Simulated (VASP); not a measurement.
# Ir (P6_3/mmc) in VASP: a series of runs

One crystal, Ir, is run at these levels: BLYP; tasks: single point.

Program: VASP 6.6.1. These are calculated values, not measurements. Logs are shortened: lines on timing, memory, paths and dates and some standing lists are left out, and cuts for length are marked.

**1. Starting point**

Symmetry: P6_3/mmc, No. 194, hexagonal system. The conventional cell has a = 2.796 Å, b = 2.796 Å, c = 4.530 Å, α = 90.00°, β = 90.00°, γ = 120.00°. Ir (site symmetry -6m2) is surrounded by 12 Ir at 2.78 to 2.80 Å.

This isn't the form of Ir at room conditions, which is fcc.

**2. Single point, BLYP**

INCAR reads:

```
AGGAC = 1.0 ; AGGAX = 1.0
ALDAC = 0.0 ; ALDAX = 1.0
ALGO = Fast ; EDIFF = 1E-7
ENCUT = 520 ; GGA = B5
ISIF = 2 ; ISMEAR = -1
LASPH = T ; LCHARG = F
LREAL = F ; LWAVE = F
NBANDS = 16 ; NELM = 60
PREC = Accurate ; SIGMA = 0.1
```

KPOINTS reads:

```
k-points
0
Gamma
  21 21 12
```

POSCAR reads:

```
Ir
1.0
    2.7964838247      0.0000000000      0.0000000000
   -1.3982419124      2.4218260335      0.0000000000
    0.0000000000      0.0000000000      4.5295527594
Ir
2
Direct
    0.3333333333      0.6666666667      0.2500000000
    0.6666666667      0.3333333333      0.7500000000
```

Potentials or basis: VASP PAW PBE potentials, release 64 (Ir).

Started as:

```console
$ cat potpaw_PBE.64/Ir/POTCAR > POTCAR
$ mpirun -np 1 vasp_std > vasp.out
```

OUTCAR:

```text
EDIFF = 1E-7
   ENCUT = 520
   GGA = B5
   ISIF = 2
   ISMEAR = -1
   LASPH = T
   LREAL = F
   NELM = 60
   PREC = Accurate

 ion  position               nearest neighbor table
   1  0.333  0.667  0.250-   2 2.78   2 2.78   2 2.78   2 2.78   2 2.78   2 2.78
   2  0.667  0.333  0.750-   1 2.78   1 2.78   1 2.78   1 2.78   1 2.78   1 2.78

  LATTYP: Found a hexagonal cell.
 ALAT       =     2.7964838247
 C/A-ratio  =     1.6197314354

  Lattice vectors:

 A1 = (   2.7964838247,   0.0000000000,   0.0000000000)
 A2 = (  -1.3982419124,   2.4218260335,   0.0000000000)
 A3 = (   0.0000000000,   0.0000000000,   4.5295527594)

Analysis of symmetry for initial positions (statically):
=====================================================================
 Subroutine PRICEL returns:
 Original cell was already a primitive cell.

 Routine SETGRP: Setting up the symmetry group for a
 hexagonal supercell.

 Subroutine GETGRP returns: Found 24 space group operations
 (whereof 12 operations were pure point group operations)
 out of a pool of 24 trial point group operations.

The static configuration has the point symmetry D_3d.
 The point group associated with its full space group is D_6h.

Analysis of symmetry for dynamics (positions and initial velocities):
=====================================================================
 Subroutine PRICEL returns:
 Original cell was already a primitive cell.

 Routine SETGRP: Setting up the symmetry group for a
 hexagonal supercell.

 Subroutine GETGRP returns: Found 24 space group operations
 (whereof 12 operations were pure point group operations)
 out of a pool of 24 trial point group operations.

The dynamic configuration has the point symmetry D_3d.
 The point group associated with its full space group is D_6h.

 Subroutine INISYM returns: Found 24 space group operations
 (whereof 12 operations are pure point group operations),
 and found     1 'primitive' translations

----------------------------------------------------------------------------------------

                                     Primitive cell

  volume of cell :      30.6768

  direct lattice vectors                    reciprocal lattice vectors
     2.796483825  0.000000000  0.000000000     0.357591913  0.206455787  0.000000000
    -1.398241912  2.421826033  0.000000000     0.000000000  0.412911574  0.000000000
     0.000000000  0.000000000  4.529552759     0.000000000  0.000000000  0.220772348

  length of vectors
     2.796483825  2.796483825  4.529552759     0.412911574  0.412911574  0.220772348

  position of ions in fractional coordinates (direct lattice)
     0.333333333  0.666666667  0.250000000
     0.666666667  0.333333333  0.750000000

  ion indices of the primitive-cell ions
   primitive index   ion index
                 1           1
                 2           2

----------------------------------------------------------------------------------------

 KPOINTS: k-points

Automatic generation of k-mesh.
 Grid dimensions read from file:
 generate k-points for:   21   21   12

 Generating k-lattice:

  Cartesian coordinates                     Fractional coordinates (reciprocal lattice)
     0.017028186  0.009831228  0.000000000     0.047619048  0.000000000  0.000000000
     0.000000000  0.019662456  0.000000000     0.000000000  0.047619048  0.000000000
     0.000000000  0.000000000  0.018397696     0.000000000  0.000000000  0.083333333

  Length of vectors
     0.019662456  0.019662456  0.018397696

  Shift w.r.t. Gamma in fractional coordinates (k-lattice)
     0.000000000  0.000000000  0.000000000

 Subroutine IBZKPT returns following result:
 ===========================================

 Found    336 irreducible k-points:

 Following reciprocal coordinates:
            Coordinates               Weight
  0.000000  0.000000  0.000000      1.000000
  0.047619  0.000000  0.000000      6.000000
  0.095238 -0.000000  0.000000      6.000000
  0.142857 -0.000000  0.000000      6.000000
  0.190476 -0.000000  0.000000      6.000000
  0.238095 -0.000000  0.000000      6.000000
[... 16 lines left out ...]
  0.142857  0.095238  0.000000     12.000000
  0.190476  0.095238  0.000000     12.000000
 [... further k-points ...]
   k-points           NKPTS =    336   k-points in BZ     NKDIM =    336   number of bands    NBANDS=     16
   number of dos      NEDOS =    301   number of ions     NIONS =      2
   total plane-waves  NPLWV =  20736
   dimension x,y,z NGX =    24 NGY =   24 NGZ =   36
   dimension x,y,z NGXF=    48 NGYF=   48 NGZF=   72
   ions per type =               2
   NGX,Y,Z   is equivalent  to a cutoff of  14.27, 14.27, 13.21 a.u.
   NGXF,Y,Z  is equivalent  to a cutoff of  28.54, 28.54, 26.43 a.u.
 SYSTEM =  unknown system
   PREC   = accura    normal or accurate (medium, high low for compatibility)
   ISTART =      0    job   : 0-new  1-cont  2-samecut
   ICHARG =      2    charge: 1-file 2-atom 10-const
   ISPIN  =      1    spin polarized calculation?
   LNONCOLLINEAR =      F non collinear calculations
   LSORBIT =      F    spin-orbit coupling
   LASPH  =      T    aspherical Exc in radial PAW
   ENCUT  =  520.0 eV  38.22 Ry    6.18 a.u.   5.20  5.20  8.42*2*pi/ulx,y,z
   NELM   =     60;   NELMIN=  2; NELMDL= -5     # of ELM steps
   EDIFF  = 0.1E-06   stopping-criterion for ELM
   LREAL  =      F    real-space projection
   EDIFFG = 0.1E-05   stopping-criterion for IOM
   NSW    =      0    number of steps for IOM
   IBRION =     -1    ionic relax: 0-MD 1-quasi-New 2-CG
   NFREE  =      0    steps in history (QN), initial steepest desc. (CG)
   ISIF   =      2    stress and relaxation
   ISYM   =      2    0-nonsym 1-usesym 2-fastsym
   POTIM  = 0.5000    time-step for ionic-motion
   TEBEG  =    0.0;   TEEND  =   0.0 temperature during run
   PSTRESS=    0.0 pullay stress
   NELECT =      18.0000    total number of electrons
   NUPDOWN=      -1.0000    fix difference up-down
   EMIN   =  10.00;   EMAX   =-10.00  energy-range for DOS
   EFERMI =   0.00;   METHOD = LEGACY
   ISMEAR =    -1;   SIGMA  =   0.10  broadening in eV -4-tet -1-fermi 0-gaus
   EFERMI_NEDOS =   21; number of points for ismear=-14 and -15
   IALGO  =     68    algorithm
   IMIX   =      4    mixing-type and parameters
     AMIX     =   0.40;   BMIX     =  1.00
     AMIX_MAG =   1.60;   BMIX_MAG =  1.00
  volume/ion in A,a.u.               =      15.34       103.51
  Fermi-wavevector in a.u.,A,eV,Ry     =   1.370552  2.589967 25.557352  1.878412
  Thomas-Fermi vector in A             =   2.496328
   LORBIT       =      0    0 simple, 1 ext, 2 COOP (PROOUT), +10 PAW based schemes
   GGA     = B5    functional components
   LHFCALC =     F    Hartree Fock is set to
   AEXX    =    0.0000 exact exchange contribution
   IVDW    =     0    specifies the selected vdW correction
   LEPSILON=     F    determine dielectric tensor
   LRPA    =     F    only Hartree local field effects (RPA)
 non-spin polarized calculation
 RMM-DIIS sequential band-by-band and
  energy-cutoff  :      520.00
  volume of cell :       30.68
 maximum number of plane-waves:       848
 NGX is ok and might be reduce to    24
   NGX = 11   NGY = 11   NGZ = 17

 number of electron      18.0000002 magnetization

 Free energy of the ion-electron system (eV)
  ---------------------------------------------------
  ext. energy  EPLUGINS =         0.00000000
  ---------------------------------------------------
  free energy    TOTEN  =       -14.79934058 eV

  energy without entropy =      -14.71019129  energy(sigma->0) =      -14.75476594

 E-fermi :   9.7371     XC(G=0): -12.8075

 val. band max:        9.7248358825   @ k =   0.3810   0.1905   0.1667
 cond. band min:       9.7383274165   @ k =   0.2857   0.0952   0.2500
 fundamental gap:      0.0134915340
 Fermi energy:         9.7370871474

 k-point     1 :       0.0000    0.0000    0.0000
  band No.  band energies     occupation
      1      -0.4438      2.00000
      2       2.4550      2.00000
      3       6.2459      2.00000
      4       6.3411      2.00000
      5       6.3411      2.00000
      6       6.9105      2.00000
[... 8 lines left out ...]
     15      26.4678      0.00000
     16      27.3626      0.00000

 k-point     2 :       0.0476    0.0000    0.0000
  band No.  band energies     occupation
      1      -0.3614      2.00000
      2       2.5282      2.00000
      3       6.0799      2.00000
      4       6.4081      2.00000
      5       6.4931      2.00000
      6       6.8679      2.00000
[... 8 lines left out ...]
     15      26.5756      0.00000
     16      27.4783      0.00000

 k-point     3 :       0.0952   -0.0000    0.0000
  band No.  band energies     occupation
      1      -0.1188      2.00000
      2       2.7381      2.00000
      3       5.8459      2.00000
      4       6.6067      2.00000
      5       6.6589      2.00000
      6       6.7934      2.00000
[... 8 lines left out ...]
     15      26.8742      0.00000
     16      27.6574      0.00000

 k-point     4 :       0.1429   -0.0000    0.0000
  band No.  band energies     occupation
      1       0.2699      2.00000
      2       3.0497      2.00000
      3       5.6006      2.00000
      4       6.5367      2.00000
      5       6.6442      2.00000
      6       6.9303      2.00000
[... 8 lines left out ...]
     15      27.2322      0.00000
     16      27.2583      0.00000
[... 324 lines left out ...]
 k-point    22 :       0.0952    0.0952    0.0000
  band No.  band energies     occupation
      1       0.4975      2.00000
      2       3.2339      2.00000
      3       5.4408      2.00000
      4       6.4205      2.00000
      5       6.5026      2.00000
      6       6.9187      2.00000
[... 8 lines left out ...]
     15      26.0468      0.00000
     16      27.5575      0.00000

 k-point    23 :       0.1429    0.0952    0.0000
  band No.  band energies     occupation
      1       0.9975      2.00000
      2       3.5750      2.00000
      3       5.2146      2.00000
      4       5.8346      2.00000
      5       6.3573      2.00000
      6       6.6728      2.00000
[... 8 lines left out ...]
     15      24.9502      0.00000
     16      27.1480      0.00000

 k-point    24 :       0.1905    0.0952    0.0000
  band No.  band energies     occupation
      1       1.5776      2.00000
      2       3.8241      2.00000
      3       5.1144      2.00000
      4       5.2717      2.00000
      5       6.2659      2.00000
      6       6.4618      2.00000
[... 8 lines left out ...]
     15      24.0123      0.00000
     16      26.3295      0.00000

 [... further k-points ...]

------------------------ aborting loop because EDIFF is reached ----------------------------------------

  FORCE on cell =-STRESS in cart. coord.  units (eV):
  Direction    XX          YY          ZZ          XY          YZ          ZX
  --------------------------------------------------------------------------------------
  -------------------------------------------------------------------------------------
  Total        0.4360006      0.4360006      0.4130328     -0.0000000      0.0000000      0.0000000
  in kB       22.7712611     22.7712611     21.5717071     -0.0000000      0.0000000      0.0000000
  external PRESSURE =      22.3714098 kB  Pullay stress =       0.0000000 kB

 VOLUME and BASIS-vectors are now :
 -----------------------------------------------------------------------------
  energy-cutoff  :      520.00
  volume of cell :       30.68
      direct lattice vectors                 reciprocal lattice vectors
     2.796483825  0.000000000  0.000000000     0.357591913  0.206455787  0.000000000
    -1.398241912  2.421826033  0.000000000     0.000000000  0.412911574  0.000000000
     0.000000000  0.000000000  4.529552759     0.000000000  0.000000000  0.220772348

 POSITION                                       TOTAL-FORCE (eV/Angst)
 -----------------------------------------------------------------------------------
     -0.00000      1.61455      1.13239         0.000000      0.000000      0.000000
      1.39824      0.80728      3.39716         0.000000      0.000000      0.000000
 -----------------------------------------------------------------------------------
    total drift:                                0.000000     -0.000000     -0.000000

  FREE ENERGIE OF THE ION-ELECTRON SYSTEM (eV)
  ---------------------------------------------------
  free  energy   TOTEN  =       -14.7993405804 eV

  energy  without entropy=      -14.7101912916  energy(sigma->0) =      -14.75476594
```

Run time: 5.1 min. Hardware: 1 thread of AMD EPYC 7R13 (Zen 3), shared host; peak memory 0.23 GiB.

What came out:

* Free energy: -14.7993 eV
* Pressure: 2.2 GPa
* Band gap on the k mesh: none (metal or under the smearing width)

Stress tensor (GPa, compression positive):
```
2.28 0.00 0.00
0.00 2.28 0.00
0.00 0.00 2.16
```

Levels at points of the mesh, in eV from the Fermi level:
| k point | band 7 | band 8 | band 9 | band 10 | band 11 | band 12 |
| --- | --- | --- | --- | --- | --- | --- |
| (0.00, 0.00, 0.00) | -2.83 | -2.13 | -2.13 | -0.26 | 0.24 | 0.24 |
| (0.00, 0.00, 0.50) | -3.51 | -3.51 | -0.44 | -0.44 | -0.44 | -0.44 |

Caveat: the PAW data sets were made with another functional, which shifts forces and pressure a little. The run has no spin-orbit coupling, so splittings on Ir are missing.

**3. Single point, BLYP**

This run uses another cell than the first one, of 15.95 Å³/atom, 1.040 times its volume.

INCAR reads:

```
SYSTEM = Ir
  PREC = Accurate
  ENCUT = 520
  EDIFF = 1E-6
  ISMEAR = -1
  SIGMA = 0.1
  LREAL = .FALSE.
  LASPH = .TRUE.
  NELM = 100
  ALGO = Normal
  ISIF = 2
  LWAVE = .FALSE.
  LCHARG = .FALSE.
  GGA = B5
  ALDAX = 1.0
  AGGAX = 1.0
  AGGAC = 1.0
  ALDAC = 0.0
  NBANDS = 16
```

KPOINTS reads:

```
Automatic mesh
0
G
  15 15 8
  0 0 0
```

POSCAR reads:

```
Ir
1.0
    2.8332838846      0.0000000000      0.0000000000
   -1.4166419423      2.4536958202      0.0000000000
    0.0000000000      0.0000000000      4.5891589733
Ir
2
Direct
    0.3333333333      0.6666666667      0.2500000000
    0.6666666667      0.3333333333      0.7500000000
```

Potentials or basis: VASP PAW PBE potentials, release 64 (Ir).

Started as:

```console
$ cat potpaw_PBE.64/Ir/POTCAR > POTCAR
$ mpirun -np 1 vasp_std > vasp.out
```

Wall time 91 s (1 thread of AMD EPYC 7R13 (Zen 3), shared host); peak memory 0.16 GiB.

It converged, with:

```
Free energy            : -14.7793 eV
Pressure               : -8.3 GPa
Band gap on the k mesh : none (metal or under the smearing width)
```

Stress tensor (GPa, compression positive):
```
-8.20  0.00  0.00
 0.00 -8.20  0.00
 0.00  0.00 -8.60
```

Levels at points of the mesh, in eV from the Fermi level:
```
           k point  band 6  band 7  band 8  band 9  band 10  band 11  band 12  band 13
(0.00, 0.00, 0.00)   -2.65   -2.65   -2.00   -2.00    -0.15     0.23     0.23     6.09
(0.00, 0.00, 0.50)   -3.30   -3.30   -3.30   -0.42    -0.42    -0.42    -0.42    13.58
```

Caveat: the PAW data sets were made with another functional, which shifts forces and pressure a little. The run has no spin-orbit coupling, so splittings on Ir are missing.
